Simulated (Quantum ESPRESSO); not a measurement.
The system is NiO.

```
CELL_PARAMETERS angstrom
0.00000 2.09131 2.09131
2.09131 0.00000 2.09131
2.09131 2.09131 0.00000
ATOMIC_POSITIONS crystal
Ni 0.00000 0.00000 0.00000
O 0.50000 0.50000 0.50000
```

Base run:

| Quantity | Value |
| --- | --- |
| Program | Quantum ESPRESSO 7.5 |
| Functional | revPBE |
| Potentials or basis | PseudoDojo 0.4.1 SR LDA stringent |
| Cutoff | 1415 eV |
| Density cutoff | 5660 eV |
| k mesh | 8 × 8 × 8 |
| Occupations | gaussian, width 0.05 eV |
| Spin | collinear spin, ferromagnetic start |
| Starting moments | [2.0, 0.0] μB |
| Hubbard terms | Ni d U = 7 eV |

Its results: band gap on the k mesh 2.78 eV, indirect (least direct gap 3.58 eV); pressure 16.0 GPa; net moment 2.00 μB per cell; site moments Ni +1.75; O +0.19 μB.

After a change of settings the same cell gave: band gap on the k mesh 2.45 eV, indirect (least direct gap 3.25 eV); pressure 2.0 GPa; net moment 2.00 μB per cell; site moments Ni +1.73; O +0.20 μB. Which change was it?
A. functional from revPBE to PW91
B. functional from revPBE to PBEsol
C. functional from revPBE to LDA
D. functional from revPBE to PBE

B.

PBEsol binds more tightly than revPBE, so the same cell stands under less pressure.

Caveats: the potentials were made for another functional, which shifts forces and pressure; a cell with one magnetic atom can't hold antiferromagnetic order, which such compounds often take.
